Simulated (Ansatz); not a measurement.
The system is Fe.

```
CELL_PARAMETERS angstrom
-1.44300 1.44300 1.44300
1.44300 -1.44300 1.44300
1.44300 1.44300 -1.44300
ATOMIC_POSITIONS crystal
Fe 0.00000 0.00000 0.00000
```

- Program: Ansatz 0.2.0
- Task: relaxation of cell and atoms
- Functional: PBEsol
- Potentials or basis: Ansatz PAW
- Cutoff: 420 eV (not typed: the program's choice for these potentials)
- k mesh: 13 × 13 × 13
- Occupations: fermi-dirac, width 0.05 eV
- Spin: collinear spin, ferromagnetic start
- Starting moments: [3.0] μB

At the start: volume 12.02 Å³/atom.

Question: How do energy, volume and symmetry change on relaxing?

Answer: It ends after 6 steps and the volume is 10.79 Å³/atom (-10.2 %); space group Im-3m (No. 229, to 0.05 Å); moment 2.06 μB per cell.

Step by step:
```csv
step,energy change (eV),largest force (eV/Å),volume (Å³)
1,0.0000,0.0000,12.02
2,-0.0673,0.0000,11.24
3,-0.0782,0.0000,10.64
4,-0.0797,0.0000,10.80
5,-0.0797,0.0000,10.79
6,-0.0791,0.0000,10.79
```

Final structure:
```
Fe
1.0
    -1.39220    1.39220    1.39220
     1.39220   -1.39220    1.39220
     1.39220    1.39220   -1.39220
Fe
1
Direct
  0.00000 0.00000 0.00000
```

Caveat: the plane-wave basis is chosen anew once the cell has moved, so the energies of steps on either side of that aren't comparable; the volume moved by -10 % from the deposited cell, more than functionals usually miss; the PAW data sets come from PBE, with cores solved anew for the run's functional, which leaves a small shift of forces and pressure.
